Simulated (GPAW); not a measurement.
# BN: single point with PBE

The system is BN.

```xyz
2
Lattice="0.0000 1.8130 1.8130 1.8130 0.0000 1.8130 1.8130 1.8130 0.0000" Properties=species:S:1:pos:R:3 pbc="T T T"
N     0.9065    0.9065    0.9065
B     0.0000    0.0000    0.0000
```

The cell is a database's computed one.

```json
{
  "Program": "GPAW 26.7.0",
  "Task": "single point",
  "Functional": "PBE",
  "Potentials or basis": "GPAW PAW data sets (gpaw-data 1.2.1)",
  "Cutoff": "800 eV",
  "Basis": "pw",
  "k mesh": "13 × 13 × 13",
  "Occupations": "gaussian, width 0.02 eV",
  "Spin": "no spin polarisation",
  "Maxiter": "150"
}
```

```json
{"Pressure": "-1.6 GPa", "Band gap on the k mesh": "4.53 eV, indirect (least direct gap 8.79 eV)"}
```

Levels at points of the mesh, in eV from the valence-band top:
```csv
k point,band 1,band 2,band 3,band 4,band 5,band 6,band 7
"(0.00, 0.00, 0.00)",-20.12,0.00,0.00,0.00,8.79,8.79,8.79
```

Run time: 12 s on 1 thread of Arm Neoverse V2, on a shared host, peak memory 0.14 GiB.

The gap isn't set beside the measured one, since this odd mesh misses points on the zone boundary.

Caveat: an odd mesh through Γ misses points on the zone boundary, where band edges often lie.
